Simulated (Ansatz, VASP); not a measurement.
# SnO2: VASP beside Ansatz

Contents of INCAR:

```
SYSTEM = SnO2
PREC     = Accurate       ! precision mode
ENCUT    = 520            ! plane-wave cutoff, eV
EDIFF    = 1E-6           ! SCF threshold, eV
ISMEAR   = 0              ! smearing method
SIGMA    = 0.01           ! smearing width, eV
LREAL    = .FALSE.        ! projectors in reciprocal space
LASPH    = .TRUE.         ! aspherical terms in the spheres
NELM     = 100            ! most SCF steps
ALGO     = Normal         ! electronic algorithm
ISIF     = 2              ! what is computed and relaxed
LWAVE    = .FALSE.        ! write WAVECAR
LCHARG   = .FALSE.        ! write CHGCAR
GGA      = B5             ! functional
ALDAX    = 1.0          
AGGAX    = 1.0          
AGGAC    = 1.0          
ALDAC    = 0.0          
NBANDS   = 20             ! bands
```

File KPOINTS:

```
Automatic mesh
0
G
  6 6 6
  0 0 0
```

Contents of POSCAR:

```
SnO2
1.0
    1.6170930000      0.9336290000      4.8005930000
   -1.6170930000      0.9336290000      4.8005930000
    0.0000000000     -1.8672580000      4.8005930000
Sn O
1 2
Direct
    0.5000000000      0.5000000000      0.5000000000
    0.2371700000      0.2371700000      0.2371700000
    0.7628300000      0.7628300000      0.7628300000
```

Input for Ansatz:

```yaml
crystal:
  lattice:
    - [1.617093, 0.933629, 4.800593]
    - [-1.617093, 0.933629, 4.800593]
    - [0.0, -1.867258, 4.800593]
  atoms:
    - { symbol: Sn, position: [0.5, 0.5, 0.5] }
    - { symbol: O, position: [0.23717, 0.23717, 0.23717] }
    - { symbol: O, position: [0.76283, 0.76283, 0.76283] }
kpoints:
  mp_grid:
    grid: [6, 6, 6]
hamiltonian:
  xc: blyp
scf:
  occupations:
    method: fixed
output:
  eigenvalues: true
```

Measurements of this composition are mostly on another form, of space group No. 136.

Alike in both runs: task single point; functional BLYP; k mesh 6 × 6 × 6; no spin polarisation.

```csv
,VASP,Ansatz
version,VASP 6.6.1,Ansatz 0.2.0
potentials or method,"VASP PAW PBE potentials, release 64 (Sn_d, O)","plane waves, PAW"
plane-wave cutoff (eV),520,420
occupations,"gaussian, width 0.01 eV",fixed
valence electrons in the cell,26,26
```

```tsv
	VASP	Ansatz	Ansatz less VASP
gap on the k mesh at the Fermi level (eV)	1.91	1.91	-0.001
```

Caveats: spin-orbit coupling is left out, which moves the levels of the heavy elements. A k mesh can miss the band edges. A hybrid or GW would open this gap; BLYP tends to underestimate it.
